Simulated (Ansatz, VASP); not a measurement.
**Two plane-wave programs on LiH**

```
CELL_PARAMETERS angstrom
2.50628 0.00000 0.00000
0.00000 2.50628 0.00000
0.00000 0.00000 2.50628
ATOMIC_POSITIONS crystal
Li 0.50000 0.50000 0.50000
H 0.00000 0.00000 0.00000
```

Change from the starting cell: species swapped into the ZrIr type (Pm-3m, No. 221).

Alike in both runs: functional PBE; k mesh 12 × 12 × 12; occupations gaussian, width 0.02 eV; no spin polarisation.

Ansatz relaxed the structure, and its values are those at the end. VASP's run is a single point on that final structure, the one shown.

|  | VASP | Ansatz |
| --- | --- | --- |
| version | VASP 6.6.1 | Ansatz 0.2.0 |
| potentials or method | VASP PAW PBE potentials, release 64 (Li_sv, H) | scalar-relativistic, plane waves, PAW |
| plane-wave cutoff (eV) | 520 | 420 |
| valence electrons in the cell | 4 | 4 |

VASP gave:

- gap on the k mesh at the Fermi level (eV): 0.73
- least direct gap on the mesh (eV): 4.21

Problem. What did Ansatz give for the same quantities?

Solution. gap on the k mesh at the Fermi level (eV): 0.71; least direct gap on the mesh (eV): 4.21.

The functional is the same, so the differences come from potentials, cutoffs and numerics.

 A k mesh can miss the band edges.
